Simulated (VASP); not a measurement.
# ZnCu (Pm-3m) in VASP: a series of runs, part 2 of 2

VASP 6.6.1.

### Step 4. Single point, r2SCAN

This run uses another cell than the first one, of 12.47 Å³/atom, 0.956 times its volume.

File POSCAR:

```
ZnCu
1.0
    2.9220196856      0.0000000000      0.0000000000
    0.0000000000      2.9220196856      0.0000000000
    0.0000000000      0.0000000000      2.9220196856
Zn Cu
1 1
Direct
    0.5000000000      0.5000000000      0.5000000000
    0.0000000000      0.0000000000      0.0000000000
```

File INCAR.step1:

```
  PREC = Accurate
  ENCUT = 520
  ISMEAR = -1
  SIGMA = 0.02
  LREAL = False
  LASPH = True
  NELM = 60
  NBANDS = 18
  GGA = PE
  ALGO = Normal
  EDIFF = 1E-4
  LWAVE = True
  LCHARG = False
```

File INCAR.step2:

```
  PREC = Accurate
  ENCUT = 520
  EDIFF = 1E-7
  ISMEAR = -1
  SIGMA = 0.02
  LREAL = False
  LASPH = True
  NELM = 60
  ALGO = Normal
  ISIF = 2
  LWAVE = False
  LCHARG = True
  METAGGA = R2SCAN
  LMIXTAU = True
  LELF = True
  LVHAR = True
  NBANDS = 18
  ISTART = 1
```

File KPOINTS:

```
regular mesh
0
Gamma
  8 8 8
```

Potentials or basis: VASP PAW PBE potentials, release 64 (Zn, Cu).

On the command line:

```
> cat potpaw_PBE.64/Zn/POTCAR potpaw_PBE.64/Cu/POTCAR > POTCAR
> cp INCAR.step1 INCAR
> mpirun -np 1 vasp_std > vasp.out
> cp INCAR.step2 INCAR
> mpirun -np 1 vasp_std > vasp.out
```

OUTCAR:

```text
PREC = Accurate
   ENCUT = 520
   EDIFF = 1E-7
   ISMEAR = -1
   LREAL = False
   LASPH = True
   NELM = 60
   ISIF = 2
   METAGGA = R2SCAN
   ISTART = 1

 ion  position               nearest neighbor table
   1  0.500  0.500  0.500-   2 2.53   2 2.53   2 2.53   2 2.53   2 2.53   2 2.53   2 2.53   2 2.53

   2  0.000  0.000  0.000-   1 2.53   1 2.53   1 2.53   1 2.53   1 2.53   1 2.53   1 2.53   1 2.53

  LATTYP: Found a simple cubic cell.
 ALAT       =     2.9220196856

  Lattice vectors:

 A1 = (   2.9220196856,   0.0000000000,   0.0000000000)
 A2 = (   0.0000000000,   2.9220196856,   0.0000000000)
 A3 = (   0.0000000000,   0.0000000000,   2.9220196856)

Analysis of symmetry for initial positions (statically):
=====================================================================
 Subroutine PRICEL returns:
 Original cell was already a primitive cell.

 Routine SETGRP: Setting up the symmetry group for a
 simple cubic supercell.

 Subroutine GETGRP returns: Found 48 space group operations
 (whereof 48 operations were pure point group operations)
[... 161 lines left out ...]
  free energy    TOTEN  =       -19.94695320 eV

  energy without entropy =      -19.94644094  energy(sigma->0) =      -19.94669707

 E-fermi :   5.3084     XC(G=0): -13.6764

 val. band max:        5.2346489178   @ k =   0.3750   0.2500   0.1250
 cond. band min:       5.4066328321   @ k =   0.3750   0.3750   0.1250
 fundamental gap:      0.1719839142
 Fermi energy:         5.3083557793

 k-point     1 :       0.0000    0.0000    0.0000
  band No.  band energies     occupation
      1      -5.3538      2.00000
      2      -2.6497      2.00000
      3      -2.6497      2.00000
      4      -1.8793      2.00000
      5      -1.8793      2.00000
      6      -1.8793      2.00000
[... 481 lines left out ...]
      5      -1.6987      2.00000
      6       0.6007      2.00000
[... 10 lines left out ...]
     17      21.1930      0.00000
     18      22.1719      0.00000

 [... further k-points ...]

------------------------ aborting loop because EDIFF is reached ----------------------------------------

  FORCE on cell =-STRESS in cart. coord.  units (eV):
  Direction    XX          YY          ZZ          XY          YZ          ZX
  --------------------------------------------------------------------------------------
  -------------------------------------------------------------------------------------
  Total        0.0974756      0.0974756      0.0974756      0.0000000     -0.0000000     -0.0000000
  in kB        6.2597533      6.2597533      6.2597533      0.0000000     -0.0000000     -0.0000000
  external PRESSURE =       6.2597533 kB  Pullay stress =       0.0000000 kB

 VOLUME and BASIS-vectors are now :
 -----------------------------------------------------------------------------
  energy-cutoff  :      520.00
  volume of cell :       24.95
      direct lattice vectors                 reciprocal lattice vectors
     2.922019686  0.000000000  0.000000000     0.342229043  0.000000000  0.000000000
     0.000000000  2.922019686  0.000000000     0.000000000  0.342229043  0.000000000
     0.000000000  0.000000000  2.922019686     0.000000000  0.000000000  0.342229043

 POSITION                                       TOTAL-FORCE (eV/Angst)
 -----------------------------------------------------------------------------------
      1.46101      1.46101      1.46101         0.000000      0.000000      0.000000
      0.00000      0.00000      0.00000         0.000000      0.000000      0.000000
 -----------------------------------------------------------------------------------
    total drift:                                0.000000      0.000000     -0.000000

  FREE ENERGIE OF THE ION-ELECTRON SYSTEM (eV)
  ---------------------------------------------------
  free  energy   TOTEN  =       -19.9469531984 eV

  energy  without entropy=      -19.9464409423  energy(sigma->0) =      -19.94669707
```

OSZICAR.step1:

```text
N       E                     dE             d eps       ncg     rms          rms(c)
DAV:   1     0.117691962824E+03    0.11769E+03   -0.11426E+04  1340   0.215E+03
DAV:   2    -0.101379266143E+01   -0.11871E+03   -0.11405E+03  1266   0.307E+02
DAV:   3    -0.605481276753E+01   -0.50410E+01   -0.50144E+01  1444   0.777E+01
DAV:   4    -0.609585038328E+01   -0.41038E-01   -0.41022E-01  1454   0.645E+00
DAV:   5    -0.609636347324E+01   -0.51309E-03   -0.51306E-03  1390   0.747E-01    0.972E+00
DAV:   6    -0.593430482817E+01    0.16206E+00   -0.14405E+01  1340   0.914E+01    0.599E+00
DAV:   7    -0.501156751415E+01    0.92274E+00   -0.31566E+00  1354   0.875E+01    0.235E+00
DAV:   8    -0.500932871717E+01    0.22388E-02   -0.13166E-01  1664   0.470E+00    0.127E+00
DAV:   9    -0.500049296724E+01    0.88357E-02   -0.10759E-02  1440   0.232E+00    0.720E-02
DAV:  10    -0.500046296266E+01    0.30005E-04   -0.87448E-04  1798   0.652E-01
   1 F= -.50004630E+01 E0= -.50002504E+01  d E =-.425066E-03
```

It took 31 s on 1 thread of Intel Xeon Platinum 8559C (Emerald Rapids), shared host; peak memory 0.15 GiB.

What came out:

- Free energy: -19.9470 eV
- Pressure: 0.6 GPa
- Band gap on the k mesh: none (metal or under the smearing width)

Levels at points of the mesh, in eV from the Fermi level:
```tsv
k point	band 9	band 10	band 11	band 12	band 13	band 14
(0.00, 0.00, 0.00)	-2.58	-2.58	-2.58	7.00	7.00	7.00
(0.50, 0.00, 0.00)	-3.16	-3.16	-2.66	-1.81	12.84	12.84
(0.50, 0.50, 0.00)	-2.74	-2.34	-1.80	-1.80	2.33	2.65
(0.50, 0.50, 0.50)	-2.32	-2.32	4.82	4.82	4.82	4.84
```

Caveat: the PAW data sets were made with another functional, which shifts forces and pressure a little.

### Step 5. The runs side by side

```csv
task,level,cell,cutoff (eV),gap on the mesh (eV),pressure (GPa)
single point,PBE,"Pm-3m, 13.05 Å³/atom",520,none,0.5
relaxation of cell and atoms,PBE,relaxed,600,none,0.0
single point,r2SCAN,"Pm-3m, 12.47 Å³/atom",520,none,0.6
```

Alike in all rows: potentials or basis VASP PAW PBE potentials, release 64 (Zn, Cu); no spin polarisation; k mesh 8 × 8 × 8; smearing fermi-dirac 0.02 eV.

Caveats: the PAW data sets were made with another functional, which shifts forces and pressure a little (some runs).

Total energies depend on the potentials used, so only differences within one code and one set of settings carry meaning.
